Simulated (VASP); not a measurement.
Set up this calculation in VASP 6.6.1, as the native input.

- Task: relaxation of cell and atoms
- Functional: PBE
- Potentials or basis: VASP PAW PBE potentials, release 64 (Sb, Ga_d)
- Cutoff: 600 eV
- k mesh: 8 × 8 × 8
- Occupations: fermi-dirac, width 0.05 eV
- Spin: no spin polarisation
- Target pressure: 10 GPa
- Further INCAR settings: ALGO = Normal; EDIFF = 1e-07; IBRION = 2; EDIFFG = -0.02; NSW = 60; ISIF = 3
- Target pressure: 10 GPa

The structure of GaSb lies in POSCAR:

```
GaSb
1.0
    0.0000000000      3.0590000000      3.0590000000
    3.0590000000      0.0000000000      3.0590000000
    3.0590000000      3.0590000000      0.0000000000
Sb Ga
1 1
Direct
    0.7500000000      0.7500000000      0.7500000000
    0.0000000000      0.0000000000      0.0000000000
```

One way to write it, as run:

INCAR

```
PREC = Accurate ; ENCUT = 600
EDIFF = 1E-7 ; ISMEAR = -1
SIGMA = 0.05 ; LREAL = F
LASPH = T ; NELM = 80
ALGO = Normal ; ISIF = 3
LWAVE = F ; LCHARG = F
GGA = PE ; IBRION = 2
NSW = 60 ; EDIFFG = -0.02
PSTRESS = 100
```

KPOINTS

```
regular mesh
0
Gamma
  8 8 8
```

Potentials or basis: VASP PAW PBE potentials, release 64 (Sb, Ga_d).

The run is started by

```bash
$ cat potpaw_PBE.64/Sb/POTCAR potpaw_PBE.64/Ga_d/POTCAR > POTCAR
$ mpirun -np 1 vasp_std > vasp.out
```

Results of the run:

```
Relaxed volume                                         : 25.70 Å³/atom
Relaxed cell                                           : a = 4.174 Å, b = 4.174 Å, c = 4.174 Å, α = 60.00°, β = 60.00°, γ = 60.00°
Space group after relaxing (to 0.05 Å)                 : F-43m (No. 216)
Energy change on relaxing (the enthalpy is what falls) : +106.6 meV/atom
Ionic steps                                            : 4
Pressure after relaxing                                : 10.1 GPa
Band gap on the k mesh                                 : 0.64 eV, indirect (least direct gap 0.84 eV)
```

Caveat: the cell is relaxed towards a set pressure, so the enthalpy falls and the energy may rise; spin-orbit coupling is left out, which moves the levels of the heavy elements.

Run time: 110 s on 1 thread of AMD EPYC 7R13 Processor (Zen 3) (shared host), peak memory 0.19 GiB.
